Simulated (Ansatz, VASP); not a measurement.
**Cu in VASP and in Ansatz**

```xyz
1
Lattice="0.0000 1.7594 1.7594 1.7594 0.0000 1.7594 1.7594 1.7594 0.0000" Properties=species:S:1:pos:R:3 pbc="T T T"
Cu    0.0000    0.0000    0.0000
```

Alike in both runs: functional LDA; k mesh 16 × 16 × 16; occupations fermi-dirac, width 0.15 eV; no spin polarisation.

Ansatz relaxed the structure, and its values are those at the end. VASP's run is a single point on that final structure, the one shown.

|  | VASP | Ansatz |
| --- | --- | --- |
| version | VASP 6.6.1 | Ansatz 0.2.0 |
| potentials or method | VASP PAW LDA potentials, release 64 (Cu) | scalar-relativistic, plane waves, PAW |
| plane-wave cutoff (eV) | 520 | 420 |
| valence electrons in the cell | 11 | 19 |

|  | VASP | Ansatz | Ansatz less VASP |
| --- | --- | --- | --- |
| gap on the k mesh at the Fermi level (eV) | none | none | - |
| pressure (GPa) | 1.2 | 0.0 | -1.23 |

A gap of «none» marks a metal or a gap that the smearing closes. The two sets of potentials don't hold the same shells in valence. Ansatz warned: «pseudo_functional_mismatch».
